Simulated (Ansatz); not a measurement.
# CoO: the cost of one run

Program: Ansatz 0.2.0. Level of theory: DFT PBE, scalar-relativistic, plane waves, PAW. These are calculated values, not measurements.

2 further runs of the same task are left out: 2 set aside as unsound or not needed.

## Step 1: The system as given

Symmetry: I4/mmm, No. 139, tetragonal system. The conventional cell has a = 3.016 Å, b = 3.016 Å, c = 4.214 Å, α = 90.00°, β = 90.00°, γ = 90.00°. Co (site symmetry 4/mmm) has 6 O at 2.11 to 2.13 Å as nearest neighbours. O (site symmetry 4/mmm) has 6 Co at 2.11 to 2.13 Å as nearest neighbours.

As a file:

```xyz
2
Lattice="-1.5080 1.5080 2.1072 1.5080 -1.5080 2.1072 1.5080 1.5080 -2.1072" Properties=species:S:1:pos:R:3 pbc="T T T"
Co    0.0000    0.0000    0.0000
O     0.0000    0.0000    2.1072
```

It is the result of an earlier relaxation at this level (volume 9.58 Å³/atom; gap on the mesh: none (metal), site moments up to 2.5 μB).

## Step 2: Electronic structure at the relaxed geometry

The input, input.yaml:

```yaml
crystal:
  lattice:
    - [-1.508, 1.508, 2.1072475377]
    - [1.508, -1.508, 2.1072475377]
    - [1.508, 1.508, -2.1072475377]
  atoms:
    - { symbol: Co, position: [0.0, 0.0, 0.0], spin: 2.73 }
    - { symbol: O, position: [0.5, 0.5, 0.0], spin: 0.35 }
basis:
  ecutwfc: 420
kpoints:
  mp_grid: { grid: [20, 20, 20] }
  band_path:
    path:
      - [[0.0, 0.0, 0.0], [0.0, 0.0, 0.5], [0.25, 0.25, 0.25], [0.0, 0.5, 0.0], [0.0, 0.0, 0.0], [0.5, 0.5, -0.5], [0.37802995, 0.62197005, -0.37802995]]
      - [[-0.37802995, 0.37802995, 0.37802995], [0.0, 0.0, 0.0]]
      - [[0.0, 0.0, 0.5], [-0.2560599, 0.2560599, 0.5]]
      - [[0.5, 0.5, -0.2560599], [0.5, 0.5, -0.5]]
    npoints: 14
hamiltonian:
  xc: pbe
scf:
  occupations: { method: gaussian, width: 0.1 }
  n_extra_bands: 6
output:
  forces: true
  stress: true
  eigenvalues: true
  populations: true
  dos: { projected: true, de: 0.02, nscf_kmesh: { grid: [30, 30, 30] } }
  bader: true
  write_density: true
  write_potential: true
  elf: true
  volumetric_format: npy
magnetization:
  spin_polarized: true
checkpoint:
  read: start.run
  write: ck
  compress: false
  write_wavefunctions: false
  write_every: 100000
```

Run with:

```
$ ansatz run input.yaml --threads 1 --pin off --max-ram 2560MiB --backend cpu --events-out ev --progress --plain --runs-dir out
```

What time and memory should one allow on 1 thread of Arm Neoverse V1, shared host?

About 90 s, with a peak of 0.79 GiB.
